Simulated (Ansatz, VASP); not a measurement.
CsBr: VASP beside Ansatz

INCAR

```
SYSTEM = CsBr
PREC = Accurate ; ENCUT = 520
EDIFF = 1E-6 ; ISMEAR = 0
SIGMA = 0.1 ; LREAL = .False.
LASPH = .True. ; NELM = 100
ALGO = Normal ; ISIF = 2
LWAVE = .False. ; LCHARG = .True.
GGA = PE ; LELF = .True.
LVHAR = .True. ; NBANDS = 15
```

File KPOINTS:

```
Automatic mesh
0
Gamma
  4 4 4
  0 0 0
```

POSCAR

```
CsBr
1.0
    4.3256220800      0.0000000000      0.0000000000
    0.0000000000      4.3256220800      0.0000000000
    0.0000000000      0.0000000000      4.3256220800
Cs Br
1 1
Direct
    0.0000000000      0.0000000000      0.0000000000
    0.5000000000      0.5000000000      0.5000000000
```

Input for Ansatz:

```yaml
crystal:
  lattice:
    - [4.32562208, 0.0, 0.0]
    - [0.0, 4.32562208, 0.0]
    - [0.0, 0.0, 4.32562208]
  atoms:
    - { symbol: Cs, position: [0.0, 0.0, 0.0] }
    - { symbol: Br, position: [0.5, 0.5, 0.5] }
basis:
  ecutwfc: 420
kpoints:
  mp_grid: { grid: [4, 4, 4] }
hamiltonian:
  xc: pbe
scf:
  occupations: { method: gaussian, width: 0.1 }
  lower_state_search: "off"
output:
  forces: true
  stress: true
  eigenvalues: true
```

Alike in both runs: task single point; functional PBE; k mesh 4 × 4 × 4; occupations gaussian, width 0.1 eV; no spin polarisation.

```csv
,VASP,Ansatz
version,VASP 6.6.1,Ansatz 0.2.0
potentials or method,"VASP PAW PBE potentials, release 64 (Cs_sv, Br)","scalar-relativistic, plane waves, PAW"
plane-wave cutoff (eV),520,420
valence electrons in the cell,16,16
```

VASP gave:

```
gap on the k mesh at the Fermi level (eV) : 4.41
least direct gap on the mesh (eV)         : 4.42
pressure (GPa)                            : 0.7
```

Estimate Ansatz's values.

gap on the k mesh at the Fermi level (eV): 4.42; least direct gap on the mesh (eV): 4.43; pressure (GPa): 0.6.

Caveats: spin-orbit coupling is left out, which moves the levels of the heavy elements. Expect the measured gap to be larger: semilocal functionals such as PBE lack the derivative discontinuity.
